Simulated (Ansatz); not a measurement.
Write the native input for Ansatz 0.2.0 that does the following.

```yaml
Task: relaxation of cell and atoms
Functional: PBE
Dispersion: D3(BJ)
Potentials_or_basis: Ansatz PAW
Cutoff: "420 eV (not typed: the program's choice for these potentials)"
k_mesh: 8 × 8 × 8
Occupations: fermi-dirac, width 0.05 eV
Spin: collinear spin, ferromagnetic start
Starting_moments: "[3.0, 0.0] μB"
```

FeO (Wuestite):

```
Fe O
1.0
     0.00000    2.15540    2.15540
     2.15540    0.00000    2.15540
     2.15540    2.15540    0.00000
Fe O
1 1
Direct
  0.00000 0.00000 0.00000
  0.50000 0.50000 0.50000
```

The input as run:

input.yaml

```yaml
crystal:
  lattice:
    - [0.0, 2.1554, 2.1554]
    - [2.1554, 0.0, 2.1554]
    - [2.1554, 2.1554, 0.0]
  atoms:
    - { symbol: Fe, position: [0.0, 0.0, 0.0], spin: 3.0 }
    - { symbol: O, position: [0.5, 0.5, 0.5] }
hamiltonian:
  xc: pbe
  pseudopotentials: { kind: paw }
  dispersion: d3bj
magnetization:
  spin_polarized: true
kpoints:
  mp_grid: { grid: [8, 8, 8] }
scf:
  occupations: { method: fermi_dirac, width: 0.05 }
output:
  forces: true
  stress: true
  eigenvalues: true
relax:
  f_tol: 0.01
  max_steps: 40
  cell: { stress_tol: 0.05 }
```

Potentials or basis: Ansatz PAW.

Launch:

```console
$ ansatz run input.yaml --threads 2 --pin off --max-ram 5632MiB --backend cpu --events-out ev --progress --plain --runs-dir out
```

It gave:

The relaxed volume is 9.83 Å³/atom. The relaxed cell is a = 3.029 Å, b = 3.029 Å, c = 3.029 Å, α = 60.00°, β = 60.00°, γ = 60.00°. The space group after relaxing (to 0.05 Å) is Fm-3m (No. 225). The energy gained by relaxing is 2.0 meV/atom. The ionic steps are 6 and the pressure after relaxing is 0.0 GPa. The band gap on the k mesh is none (metal or under the smearing width), the net moment is 4.00 μB per cell and the absolute moment is 4.01 μB per cell. The site moments are Fe +3.44; O +0.32 μB.

Caveat: the plane-wave basis is chosen anew once the cell has moved, so the energies of steps on either side of that aren't comparable; the pressure holds a Pulay correction of +0.6 GPa for the finite cutoff; a cell with one magnetic atom can't hold antiferromagnetic order, which such compounds often take; semilocal functionals often make such compounds metallic where correlation or magnetic order opens a gap, which also shifts bond lengths; pairwise dispersion overbinds metals, which lowers pressure and volume.

Run time: 5.6 s on 2 threads of Arm Neoverse V2, with other jobs on the host, peak memory 0.29 GiB.
